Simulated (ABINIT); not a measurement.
SiC (Moissanite 3C):

```
Si C
1.0
     0.00000    2.17900    2.17900
     2.17900    0.00000    2.17900
     2.17900    2.17900    0.00000
Si C
1 1
Direct
  0.00000 0.00000 0.00000
  0.75000 0.75000 0.75000
```

```yaml
Program: ABINIT 10.8.3 (patched build)
Task: single point
Functional: PBE
Potentials_or_basis: JTH PAW PBE v2.0
Cutoff: 517 eV
k_mesh: 10 × 10 × 10
Occupations: fermi-dirac, width 0.05 eV
Spin: no spin polarisation
```

On this cell: pressure 2.7 GPa; largest force zero by symmetry; band gap on the k mesh 1.36 eV, indirect (least direct gap 4.57 eV).

The same run follows on a disturbed copy (atoms moved at random, drawn with an rms of 0.05 Å):

```xyz
2
Lattice="0.0000 2.1790 2.1790 2.1790 0.0000 2.1790 2.1790 2.1790 0.0000" Properties=species:S:1:pos:R:3 pbc="T T T"
Si   -0.0594    0.0440   -0.0032
C     3.2400    3.3229    3.3296
```

Problem. What does the disturbed cell give?

Solution. The energy moves by +25.5 meV/atom; pressure 3.3 GPa; largest force 1.446 eV/Å; band gap on the k mesh 1.04 eV, indirect (least direct gap 4.41 eV).

Forces in eV/Å, atoms in the order of the input:
```
Si   0.647  0.338  1.248
C   -0.647 -0.338 -1.248
```

Stress tensor (GPa, compression positive):
```
3.46 4.20 1.26
4.20 3.63 2.19
1.26 2.19 2.89
```

A k mesh can miss the band edges.
